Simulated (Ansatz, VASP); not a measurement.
# KF in VASP and in Ansatz

POSCAR

```
KF
1.0
    3.2506070000      0.0318790000     -0.0039190000
    0.0318790000      3.3117180000      0.0543290000
   -0.0039190000      0.0543290000      3.2164700000
K F
1 1
Direct
    0.0000000000      0.0000000000      0.0000000000
    0.5000000000      0.5000000000      0.5000000000
```

The input INCAR.step1:

```
  PREC = Accurate
  ENCUT = 520
  ISMEAR = 0
  SIGMA = 0.01
  LREAL = F
  LASPH = T
  NELM = 80
  NBANDS = 15
  GGA = PE
  ALGO = Normal
  EDIFF = 1E-4
  LWAVE = T
  LCHARG = F
```

Contents of INCAR.step2:

```
  PREC = Accurate
  ENCUT = 520
  EDIFF = 1E-6
  ISMEAR = 0
  SIGMA = 0.01
  LREAL = F
  LASPH = T
  NELM = 80
  ALGO = Normal
  ISIF = 2
  LWAVE = F
  LCHARG = F
  METAGGA = R2SCAN
  LMIXTAU = T
  LUSE_VDW = T
  IVDW_NL = 2
  BPARAM = 11.95
  CPARAM = 0.0093
  NBANDS = 15
  ISTART = 1
```

KPOINTS

```
regular mesh
0
Gamma
  8 8 8
```

The input input.yaml:

```yaml
crystal:
  lattice:
    - [3.250607, 0.031879, -0.003919]
    - [0.031879, 3.311718, 0.054329]
    - [-0.003919, 0.054329, 3.21647]
  atoms:
    - { symbol: K, position: [0.0, 0.0, 0.0] }
    - { symbol: F, position: [0.5, 0.5, 0.5] }
hamiltonian:
  xc: r2scan
  pseudopotentials: { kind: paw }
  dispersion: rvv10
kpoints:
  mp_grid: { grid: [8, 8, 8] }
scf:
  occupations: { method: fixed }
  n_extra_bands: 12
  mixing: { algorithm: broyden, beta: 0.2 }
output:
  eigenvalues: true
  optics: { e_range: [0, 14], sigma: 0.2, nscf_kmesh: { grid: [11, 11, 11] } }
  write_density: true
  write_potential: true
  elf: true
  volumetric_format: npy
```

The cell comes from a database or a generator and needn't be the stable form of this composition.

Alike in both runs: functional r2SCAN; dispersion rVV10; k mesh 8 × 8 × 8; no spin polarisation.

|  | VASP | Ansatz |
| --- | --- | --- |
| version | VASP 6.6.1 | Ansatz 0.2.0 |
| potentials or method | VASP PAW PBE potentials, release 64 (K_sv, F) | Ansatz PAW |
| plane-wave cutoff (eV) | 520 | 500 |
| occupations | gaussian, width 0.01 eV | fixed |
| valence electrons in the cell | 16 | 16 |
| task | single point | optical spectrum |

|  | VASP | Ansatz | Ansatz less VASP |
| --- | --- | --- | --- |
| gap on the k mesh at the Fermi level (eV) | 7.02 | 7.02 | -0.001 |
| least direct gap on the mesh (eV) | 7.07 | 7.07 | -0.003 |

Caveats: spectra need much finer meshes, so this one isn't converged (Ansatz); independent-particle spectra lack excitons (Ansatz); the PAW data sets come from PBE, with cores solved anew for the run's functional, which leaves a small shift of forces and pressure (Ansatz). r2SCAN opens gaps a little over a GGA but as a rule still falls short of measured ones. A k mesh can miss the band edges.
